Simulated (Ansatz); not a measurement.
**Cu3Al: changing the pressure**

The cell as given:

Symmetry: Fm-3m, No. 225, cubic system. Conventional cell: a = 5.776 Å, b = 5.776 Å, c = 5.776 Å, α = 90.00°, β = 90.00°, γ = 90.00°. Cu (site symmetry -43m) is surrounded by 4 Al at 2.50 Å and 4 Cu at 2.50 Å. Cu (site symmetry m-3m) is surrounded by 8 Cu at 2.50 Å. Around Al (site symmetry m-3m) lie 8 Cu at 2.50 Å.

The cell comes from a database or a generator and needn't be the stable form of this composition.

Kept alike: task relaxation of cell and atoms; functional PBEsol; k mesh 8 × 8 × 8; occupations fermi-dirac, width 0.05 eV; no spin polarisation. Program: Ansatz, all-electron LAPW, scalar-relativistic. The mesh is that of the run's cell of 4 atoms. No spin-orbit coupling.

| run | volume (Å³/atom) |
| --- | --- |
| A | 10.400 |
| B | 11.982 |
| C | 11.313 |
| D | 11.621 |
| E | 10.807 |

The relaxations keep at least the cell's symmetry (Fm-3m). For a metal such a mesh leaves the last digits unconverged. The runs follow the start's structure, whether or not it is the stable one at these pressures. P is the pressure aimed at, which the runs meet within some hundredths to tenths of a GPa.

**Question.** The runs differ in the pressure alone: 0; 5; 10; 20; 30 GPa. Which run is which?

**Answer.** Run A is 30 GPa; run B is 0 GPa; run C is 10 GPa; run D is 5 GPa; run E is 20 GPa. The volume falls from 11.982 to 10.400 Å³/atom between 0 and 30 GPa. The volume falls ever more slowly, since the solid stiffens under load. At the pressures aimed at, which the runs meet within some tenths of a GPa, the step from 0 to 5 GPa gives a mean bulk modulus near 163 GPa, the last step 261 GPa.
